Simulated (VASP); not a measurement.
LiF, 2 atoms in the cell. Symmetry: Pm-3m, No. 221, cubic system. The conventional cell has a = 2.516 Å, b = 2.516 Å, c = 2.516 Å, α = 90.00°, β = 90.00°, γ = 90.00°. Li (site symmetry m-3m) is surrounded by 8 F at 2.18 Å. F (site symmetry m-3m) is surrounded by 8 Li at 2.18 Å. The cell was built by a generator and needn't be a form met in nature.

```yaml
Program: VASP 6.6.1
Task: single point
Functional: HSE06
Potentials_or_basis: VASP PAW PBE potentials, release 64 (Li_sv, F)
Cutoff: 520 eV
k_mesh: 4 × 4 × 4
Occupations: gaussian, width 0.01 eV
Spin: no spin polarisation
Dipole_correction: no
Exchange_at_q_=_0: truncated
Grid_for_exact_exchange_PRECFOCK: Normal
Screening_parameter: 0.2079 1/A
Further_INCAR_settings: ALGO = Normal; EDIFF = 1e-06; NBANDS = 12
```

Potentials or basis: VASP PAW PBE potentials, release 64 (Li_sv, F).

The run is started by

```bash
$ cat potpaw_PBE.64/Li_sv/POTCAR potpaw_PBE.64/F/POTCAR > POTCAR
$ cp INCAR.step1 INCAR
$ mpirun -np 1 vasp_std > vasp.out
$ cp INCAR.step2 INCAR
$ mpirun -np 1 vasp_std > vasp.out
```

Hardware: 1 thread of AMD EPYC 9R45 96-Core Processor (Zen 5) (shared host).

Q: Estimate the wall time of this run.

A: Run time: 35 s on 1 thread of AMD EPYC 9R45 96-Core Processor (Zen 5) (shared host), peak memory 0.19 GiB. Counts: scf iterations 9, k points 10.
